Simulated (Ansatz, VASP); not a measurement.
# One calculation of GaN, two programs

File INCAR:

```
SYSTEM = GaN
  PREC = Accurate
  ENCUT = 520
  EDIFF = 1E-6
  ISMEAR = 0
  SIGMA = 0.05
  LREAL = .FALSE.
  LASPH = .TRUE.
  NELM = 100
  ALGO = Normal
  ISIF = 2
  LWAVE = .FALSE.
  LCHARG = .FALSE.
  GGA = PE
  NBANDS = 26
```

KPOINTS

```
Automatic mesh
0
G
  12 12 6
  0 0 0
```

File POSCAR:

```
GaN
1.0
    3.1799996605      0.0000000000      0.0000000000
   -1.5899998303      2.7539604900      0.0000000000
    0.0000000000      0.0000000000      5.1660000000
Ga N
2 2
Direct
    0.3333333333      0.6666666667      0.0000000000
    0.6666666667      0.3333333333      0.5000000000
    0.3333333333      0.6666666667      0.3750000000
    0.6666666667      0.3333333333      0.8750000000
```

Input for Ansatz:

```yaml
crystal:
  lattice:
    - [3.1799996605, 0.0, 0.0]
    - [-1.5899998303, 2.75396049, 0.0]
    - [0.0, 0.0, 5.166]
  atoms:
    - { symbol: Ga, position: [0.3333333333, 0.6666666667, 0.0] }
    - { symbol: Ga, position: [0.6666666667, 0.3333333333, 0.5] }
    - { symbol: "N", position: [0.3333333333, 0.6666666667, 0.375] }
    - { symbol: "N", position: [0.6666666667, 0.3333333333, 0.875] }
basis:
  ecutwfc: 420
kpoints:
  mp_grid: { grid: [12, 12, 6] }
hamiltonian:
  xc: pbe
scf:
  occupations: { method: gaussian, width: 0.05 }
output:
  forces: true
  stress: true
  eigenvalues: true
```

Alike in both runs: task single point; functional PBE; k mesh 12 × 12 × 6; occupations gaussian, width 0.05 eV; no spin polarisation.

|  | VASP | Ansatz |
| --- | --- | --- |
| version | VASP 6.6.1 | Ansatz 0.2.0 |
| potentials or method | VASP PAW PBE potentials, release 64 (Ga_d, N) | scalar-relativistic, plane waves, PAW |
| plane-wave cutoff (eV) | 520 | 420 |
| valence electrons in the cell | 36 | 36 |

Ansatz gave:

```
gap on the k mesh at the Fermi level (eV)       : 1.96
least direct gap on the mesh (eV)               : 1.96
pressure (GPa)                                  : 7.3
largest component of the traceless stress (GPa) : 1.44
rms of the force components (eV/Å)              : 0.079
```

Question: Which values does VASP return?

Answer: gap on the k mesh at the Fermi level (eV): 1.97; least direct gap on the mesh (eV): 1.97; pressure (GPa): 7.4; largest component of the traceless stress (GPa): 1.45; rms of the force components (eV/Å): 0.078.

Atom by atom the forces differ by 0.001 eV/Å (rms over components).

A hybrid or GW would open this gap; PBE tends to underestimate it.
